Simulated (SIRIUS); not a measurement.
Runs of SIRIUS 7.12.0 on BN. Symmetry: P6_3mc, No. 186, hexagonal system. Conventional cell: a = 2.554 Å, b = 2.554 Å, c = 4.227 Å, α = 90.00°, β = 90.00°, γ = 120.00°. N (site symmetry 3m) is surrounded by 4 B at 1.57 to 1.58 Å. Around B (site symmetry 3m) lie 4 N at 1.57 to 1.58 Å. Measurements of this composition are mostly on another form, of space group No. 194.

```csv
task,level,cutoff (eV),muffin tin radii,basis cutoff (gk_cutoff),cutoff of density and potential (pw_cutoff),reference energy of the basis,smallest sphere radius times basis cutoff,gap on the mesh (eV),V0 of scaled cells (Å³/atom),B0 (GPa),largest force (eV/Å)
band structure,LDA,346,"B 1.52, N 1.39 bohr",5.04 1/bohr,26 1/bohr,0.36 Ha,7.01,4.98,-,-,(b)
band structure,PBEsol,346,"B 1.52, N 1.39 bohr",5.04 1/bohr,26 1/bohr,0.36 Ha,7.01,4.98,-,-,0.01
equation of state,LDA,361,"B 1.49, N 1.36 bohr",5.15 1/bohr,27 1/bohr,-,7,-,5.76,402,-
single point,PBEsol,361,"B 1.49, N 1.36 bohr",5.15 1/bohr,27 1/bohr,0.36 Ha,7,4.98,-,-,0.01
equation of state,PBEsol,361,"B 1.49, N 1.36 bohr",5.15 1/bohr,27 1/bohr,-,7,-,5.87,(a),-
```

Alike in all rows: potentials or basis all-electron FP-LAPW, apw+lo standard; no spin polarisation; cell as given; k mesh 12 × 12 × 6; smearing fermi-dirac 0.05 eV.

Estimate the missing entries.

(a) 386; (b) 0.02.

Caveats: the cell was scaled at fixed shape and fractional positions, which overstates the stiffness of a crystal with free parameters, most of all of layers and chains (some runs).

A k mesh can miss the band edges.

Not every run made on this cell is shown here.
